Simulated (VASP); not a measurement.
# Nb (Fm-3m) in VASP: notebook, part 2 of 3

VASP 6.6.1. The steps go on from the part before.

### 3 Band structure, LDA

File run.py:

```python
from ase.calculators.vasp import Vasp
from ase.dft.bandgap import bandgap
from ase.io import read

atoms = read('Nb.cif')
calc = Vasp(
    directory='calc',
    xc='lda',
    pp='LDA',
    setups='minimal',
    prec='Accurate',
    encut=500,
    ediff=1e-06,
    ismear=-1,
    sigma=0.1,
    lreal=False,
    lasph=True,
    nelm=100,
    algo='Normal',
    isif=2,
    lwave=False,
    lcharg=True,
    lmaxmix=4,
    kpts=[11, 11, 11],
    gamma=True,
)
atoms.calc = calc

print('energy (eV):', atoms.get_potential_energy())
print('free energy (eV):', atoms.get_potential_energy(force_consistent=True))
efermi = calc.get_fermi_level()
print('Fermi level (eV):', efermi)
path = atoms.cell.bandpath(npoints=40, eps=1e-4)
print('path:', path.path)
calc.set(kpts=path.kpts, reciprocal=True, icharg=11, isym=0, lcharg=False)
calc.calculate(atoms)
print('gap on the path (eV):', bandgap(calc, efermi=efermi)[0])
print('direct gap on the path (eV):', bandgap(calc, efermi=efermi, direct=True)[0])
```

File Nb.cif:

```cif
data_Nb
_cell_length_a 2.99106168
_cell_length_b 2.99106168
_cell_length_c 2.99106168
_cell_angle_alpha 60.00000000
_cell_angle_beta 60.00000000
_cell_angle_gamma 60.00000000
_space_group_name_H-M_alt 'P1'
_space_group_name_Hall 'P 1'
_space_group_IT_number 1
loop_
_space_group_symop_operation_xyz
'x,y,z'
loop_
_atom_site_label
_atom_site_type_symbol
_atom_site_symmetry_multiplicity
_atom_site_Wyckoff_symbol
_atom_site_fract_x
_atom_site_fract_y
_atom_site_fract_z
_atom_site_occupancy
Nb1 Nb 1 a 0.0000000000 0.0000000000 0.0000000000 1
```

Potentials or basis: VASP PAW LDA potentials, release 64 (Nb_pv).

The run is started by

```sh
$ python run.py
```

Wall time 11 s (1 thread of Intel Xeon Platinum 8559C (Emerald Rapids), shared host); peak memory 0.13 GiB.

The run converged. Its results:

- Band gap along the path: none (metal or under the smearing width)

Levels at the corners of the path, in eV from the Fermi level:
```csv
point,band 3,band 4,band 5,band 6,band 7,band 8
Γ,-30.08,-6.21,0.06,0.06,0.06,2.60
X,-30.50,-4.05,-3.32,3.60,4.53,5.14
W,-30.52,-2.64,-1.12,-1.12,1.86,5.15
K,-30.41,-3.09,-2.22,0.56,2.71,4.30
Γ,-30.08,-6.21,0.06,0.06,0.06,2.60
L,-30.23,-3.84,-0.14,-0.14,1.40,4.57
U,-30.41,-3.09,-2.22,0.56,2.71,4.30
W,-30.52,-2.64,-1.12,-1.12,1.86,5.15
L,-30.23,-3.84,-0.14,-0.14,1.40,4.57
K,-30.41,-3.09,-2.22,0.56,2.71,4.30
U,-30.41,-3.09,-2.22,0.56,2.71,4.30
X,-30.50,-4.05,-3.32,3.60,4.53,5.14
```

Caveat: the log is that of the step along the path at fixed density, whose energy, stress, charges and moments have no meaning.

### 4 Phonons, BLYP+D3

File POSCAR:

```
Nb
1.0
    0.0000000000      2.1150000000      2.1150000000
    2.1150000000      0.0000000000      2.1150000000
    2.1150000000      2.1150000000      0.0000000000
Nb
1
Cartesian
    0.0000000000      0.0000000000      0.0000000000
```

File INCAR.step1:

```
PREC     = Accurate       # precision mode
ENCUT    = 600            # plane-wave cutoff, eV
EDIFF    = 1E-8           # SCF threshold, eV
ISMEAR   = 0              # smearing method
SIGMA    = 0.05           # smearing width, eV
LREAL    = False          # projectors in reciprocal space
LASPH    = True           # aspherical terms in the spheres
NELM     = 100            # most SCF steps
ALGO     = Normal         # electronic algorithm
ISIF     = 3              # what is computed and relaxed
LWAVE    = False          # write WAVECAR
LCHARG   = False          # write CHGCAR
GGA      = B5             # functional
ALDAX    = 1.0          
AGGAX    = 1.0          
AGGAC    = 1.0          
ALDAC    = 0.0          
IVDW     = 11             # dispersion correction
VDW_S6   = 1.0          
VDW_S8   = 1.682        
VDW_SR   = 1.094        
VDW_SR8  = 1.0          
NBANDS   = 8              # bands
IBRION   = 2              # ionic algorithm
NSW      = 40             # ionic steps
EDIFFG   = -0.002         # ionic threshold
```

File INCAR.step2:

```
PREC     = Accurate       # precision mode
ENCUT    = 600            # plane-wave cutoff, eV
EDIFF    = 1E-8           # SCF threshold, eV
ISMEAR   = 0              # smearing method
SIGMA    = 0.05           # smearing width, eV
LREAL    = False          # projectors in reciprocal space
LASPH    = True           # aspherical terms in the spheres
NELM     = 100            # most SCF steps
ALGO     = Normal         # electronic algorithm
ISIF     = 2              # what is computed and relaxed
LWAVE    = False          # write WAVECAR
LCHARG   = False          # write CHGCAR
GGA      = B5             # functional
ALDAX    = 1.0          
AGGAX    = 1.0          
AGGAC    = 1.0          
ALDAC    = 0.0          
IVDW     = 11             # dispersion correction
VDW_S6   = 1.0          
VDW_S8   = 1.682        
VDW_SR   = 1.094        
VDW_SR8  = 1.0          
NBANDS   = 8              # bands
IBRION   = 6              # ionic algorithm
NFREE    = 2            
POTIM    = 0.015          # step
NSW      = 1              # ionic steps
```

File KPOINTS:

```
Automatic mesh
0
Gamma
  8 8 8
```

Potentials or basis: VASP PAW PBE potentials, release 64 (Nb_sv).

The run is started by

```sh
$ cat potpaw_PBE.64/Nb_sv/POTCAR > POTCAR
$ cp INCAR.step1 INCAR
$ mpirun -np 1 vasp_std > vasp.out
$ cp CONTCAR POSCAR
$ cp INCAR.step2 INCAR
$ mpirun -np 1 vasp_std > vasp.out
```

OUTCAR:

```text
PREC = Accurate
   ENCUT = 600
   EDIFF = 1E-8
   ISMEAR = 0
   LREAL = False
   LASPH = True
   NELM = 100
   ISIF = 2
   GGA = B5
   IVDW = 11
   IBRION = 6
   NFREE = 2
   POTIM = 0.015
   NSW = 1
 IVDW          = 11

 ion  position               nearest neighbor table
   1  0.000  0.000  0.000-

  LATTYP: Found a face centered cubic cell.
 ALAT       =     4.1592833295

  Lattice vectors:
[... 572 lines left out ...]
  free  energy   TOTEN  =        -9.5795282371 eV

  energy  without entropy=       -9.5767787120  energy(sigma->0) =       -9.57815347

 INTERNAL STRAIN TENSORS FROM DISPLACED ATOMS
 ============================================

 INTERNAL STRAIN TENSOR FOR ION    1 for displacements in x,y,z  (eV/Angst):
          X           Y           Z          XY          YZ          ZX
  --------------------------------------------------------------------------------
  x     0.00000     0.00000     0.00000     0.00000     0.00000     0.00000
  y     0.00000     0.00000     0.00000     0.00000     0.00000     0.00000
  z     0.00000     0.00000     0.00000     0.00000     0.00000     0.00000

 Eigenvectors and eigenvalues of the dynamical matrix
 ----------------------------------------------------

   1 f  =    0.000000 THz     0.000000 2PiTHz    0.000000 cm-1     0.000000 meV
             X         Y         Z           dx          dy          dz
      0.000000  0.000000  0.000000     0.000000    1.000000    0.000000

   2 f  =    0.000000 THz     0.000000 2PiTHz    0.000000 cm-1     0.000000 meV
             X         Y         Z           dx          dy          dz
      0.000000  0.000000  0.000000     1.000000    0.000000    0.000000

   3 f  =    0.000000 THz     0.000000 2PiTHz    0.000000 cm-1     0.000000 meV
             X         Y         Z           dx          dy          dz
      0.000000  0.000000  0.000000     0.000000    0.000000    1.000000

 ELASTIC MODULI CONTR FROM IONIC RELAXATION (kBar)
 Direction    XX          YY          ZZ          XY          YZ          ZX
 --------------------------------------------------------------------------------
 XX           0.0000      0.0000      0.0000      0.0000      0.0000      0.0000
 YY           0.0000      0.0000      0.0000      0.0000      0.0000      0.0000
 ZZ           0.0000      0.0000      0.0000      0.0000      0.0000      0.0000
 XY           0.0000      0.0000      0.0000      0.0000      0.0000      0.0000
 YZ           0.0000      0.0000      0.0000      0.0000      0.0000      0.0000
 ZX           0.0000      0.0000      0.0000      0.0000      0.0000      0.0000
 --------------------------------------------------------------------------------
```

Wall time 66 s (1 thread of Intel Xeon Platinum 8559C (Emerald Rapids), shared host); peak memory 0.15 GiB.

These settings aren't checked as converged: the numbers below hold their error.

Results:

| Property | Result |
| --- | --- |
| Relaxed volume | 17.99 Å³/atom |
| Relaxed cell | a = 2.941 Å, b = 2.941 Å, c = 2.941 Å, α = 60.00°, β = 60.00°, γ = 60.00° |
| Space group after relaxing (to 0.05 Å) | Fm-3m (No. 225) |
| Dispersion energy per atom | -1.096 eV |

Caveat: the PAW data sets were made with another functional, which shifts forces and pressure a little.

### 5 Optical spectrum, r2SCAN+rVV10+U, spin-orbit coupling, no magnetisation

File INCAR:

```
PREC     = Accurate       # precision mode
ENCUT    = 520            # plane-wave cutoff, eV
EDIFF    = 1E-6           # SCF threshold, eV
ISMEAR   = 1              # smearing method
SIGMA    = 0.5            # smearing width, eV
LREAL    = False          # projectors in reciprocal space
LASPH    = False          # aspherical terms in the spheres
NELM     = 80             # most SCF steps
ALGO     = Normal         # electronic algorithm
ISIF     = 2              # what is computed and relaxed
LWAVE    = False          # write WAVECAR
LCHARG   = False          # write CHGCAR
MAGMOM   = 0 0 0          # initial moments
LORBIT   = 11             # projections on sites
LSORBIT  = True           # spin-orbit coupling
GGA_COMPAT= False        
LMAXMIX  = 4              # l up to which the mixer works
LDAU     = True           # DFT+U
LDAUTYPE = 2            
LDAUL    = 2              # shell
LDAUU    = 8              # U, eV
LDAUJ    = 1            
LDAUPRINT= 1            
METAGGA  = R2SCAN         # meta-GGA
LMIXTAU  = True         
LUSE_VDW = True         
IVDW_NL  = 2            
BPARAM   = 11.95        
CPARAM   = 0.0093       
LOPTICS  = True           # frequency-dependent dielectric function
NBANDS   = 35             # bands
NEDOS    = 2000           # points of the DOS
CSHIFT   = 0.1
```

KPOINTS is that of step 4.

POSCAR is that of step 4.

Potentials or basis: VASP PAW PBE potentials, release 64 (Nb_pv).

The run is started by

```sh
$ cat potpaw_PBE.64/Nb_pv/POTCAR > POTCAR
$ mpirun -np 1 vasp_ncl > vasp.out
```

OUTCAR:

```text
PREC = Accurate
   ENCUT = 520
   EDIFF = 1E-6
   ISMEAR = 1
   LREAL = False
   LASPH = False
   NELM = 80
   ISIF = 2
   LORBIT = 11
   LSORBIT = True
   METAGGA = R2SCAN
   IVDW_NL = 2
   BPARAM = 11.95
     LASPH = .TRUE.)

 ion  position               nearest neighbor table
   1  0.000  0.000  0.000-

  LATTYP: Found a face centered cubic cell.
 ALAT       =     4.2300000000

  Lattice vectors:

 A1 = (   0.0000000000,   2.1150000000,   2.1150000000)
 A2 = (   2.1150000000,   0.0000000000,   2.1150000000)
 A3 = (   2.1150000000,   2.1150000000,   0.0000000000)

Analysis of symmetry for initial positions (statically):
=====================================================================
 Subroutine PRICEL returns:
 Original cell was already a primitive cell.

 Routine SETGRP: Setting up the symmetry group for a
 face centered cubic supercell.

 Subroutine GETGRP returns: Found 48 space group operations
 (whereof 48 operations were pure point group operations)
 out of a pool of 48 trial point group operations.
[... 434 lines left out ...]
     4.22143    13.04598    13.04598    13.04598    -0.00000     0.00000    -0.00000
[... 92 lines left out ...]
    82.74001     0.00015     0.00015     0.00015    -0.00000     0.00000     0.00000
    83.58430     0.00014     0.00014     0.00014    -0.00000     0.00000     0.00000

  frequency dependent      REAL DIELECTRIC FUNCTION (independent particle, no local field effects) current-current
     E(ev)        X           Y           Z          XY          YZ          ZX
  --------------------------------------------------------------------------------------------------------------
     0.00000    36.54613    36.54613    36.54613     0.00000     0.00000     0.00000
     0.84429    13.39343    13.39343    13.39343     0.00000     0.00000    -0.00000
     1.68857     9.01747     9.01747     9.01747    -0.00000    -0.00000     0.00000
     2.53286     7.78102     7.78102     7.78102    -0.00000     0.00000     0.00000
     3.37714     4.30915     4.30915     4.30915    -0.00000     0.00000     0.00000
     4.22143     2.53431     2.53431     2.53431     0.00000     0.00000     0.00000
[... 92 lines left out ...]
    82.74001     0.84597     0.84597     0.84597     0.00000     0.00000    -0.00000
    83.58430     0.85029     0.85029     0.85029     0.00000     0.00000    -0.00000

 Spin-Orbit-Coupling matrix elements

 Ion:    1  E_soc:     -0.1159785
 l=   1
     0.0000000    -0.0152053    -0.0152053
    -0.0152053     0.0000000    -0.0152053
    -0.0152053    -0.0152053     0.0000000
 l=   2
     0.0000000    -0.0015783     0.0000000    -0.0015783    -0.0025462
    -0.0015783     0.0000000    -0.0019097    -0.0015783    -0.0006366
     0.0000000    -0.0019097     0.0000000    -0.0019097     0.0000000
    -0.0015783    -0.0015783    -0.0019097     0.0000000    -0.0006366
    -0.0025462    -0.0006366     0.0000000    -0.0006366     0.0000000
 l=   3
     0.0000000     0.0000000     0.0000000     0.0000000     0.0000000     0.0000000     0.0000000
     0.0000000     0.0000000     0.0000000     0.0000000     0.0000000     0.0000000     0.0000000
     0.0000000     0.0000000     0.0000000     0.0000000     0.0000000     0.0000000     0.0000000
     0.0000000     0.0000000     0.0000000     0.0000000     0.0000000     0.0000000     0.0000000
     0.0000000     0.0000000     0.0000000     0.0000000     0.0000000     0.0000000     0.0000000
     0.0000000     0.0000000     0.0000000     0.0000000     0.0000000     0.0000000     0.0000000
     0.0000000     0.0000000     0.0000000     0.0000000     0.0000000     0.0000000     0.0000000

 total charge

# of ion       s       p       d       tot
------------------------------------------
    1        0.482   6.450   2.241   9.173

 magnetization (x)

# of ion       s       p       d       tot
------------------------------------------
    1       -0.000  -0.000  -0.000  -0.000

 magnetization (y)

# of ion       s       p       d       tot
------------------------------------------
    1       -0.000  -0.000   0.000  -0.000

 magnetization (z)

# of ion       s       p       d       tot
------------------------------------------
    1       -0.000   0.000  -0.000  -0.000
```

stdout:

```text
POSCAR found type information on POSCAR Nb
 POSCAR found :  1 types and       1 ions
 scaLAPACK will be used
[... 107 lines left out ...]
 LRF_COMMUTATOR internal error: the vector H(1)-e(1) S(1) |phi(0)> is not orthog
 onal to |phi(0)> (1.862985698640154E-002,8.101321889858640E-003)
 LRF_COMMUTATOR internal error: the vector H(1)-e(1) S(1) |phi(0)> is not orthog
 onal to |phi(0)> (3.415570475013484E-002,-5.194542509990954E-002)
 LRF_COMMUTATOR internal error: the vector H(1)-e(1) S(1) |phi(0)> is not orthog
 onal to |phi(0)> (5.596789979401481E-003,1.840133070368805E-002)
 LRF_COMMUTATOR internal error: the vector H(1)-e(1) S(1) |phi(0)> is not orthog
 onal to |phi(0)> (2.548260515669070E-002,3.822645708194139E-002)
 LRF_COMMUTATOR internal error: the vector H(1)-e(1) S(1) |phi(0)> is not orthog
 onal to |phi(0
```

Run time: 3.5 min. Hardware: 1 thread of Intel Xeon Platinum 8488C (Sapphire Rapids), shared host; peak memory 0.31 GiB.

These settings aren't checked as converged (typed here: LASPH = no; ISMEAR = 1; SIGMA = 0.5; NBANDS = 35): the numbers below hold their error.

What came out:

| Quantity | Value |
| --- | --- |
| Free energy | -17.5946 eV |
| Pressure | 25.1 GPa |
| Valence electrons inside the program's atomic spheres | Nb 9.17 |

Caveat: spectra need much finer meshes, so this one isn't converged; independent-particle spectra lack excitons; the PAW data sets were made with another functional, which shifts forces and pressure a little; the U is typed as a test and isn't derived for this compound.

(Continued in part 3 of 3.)
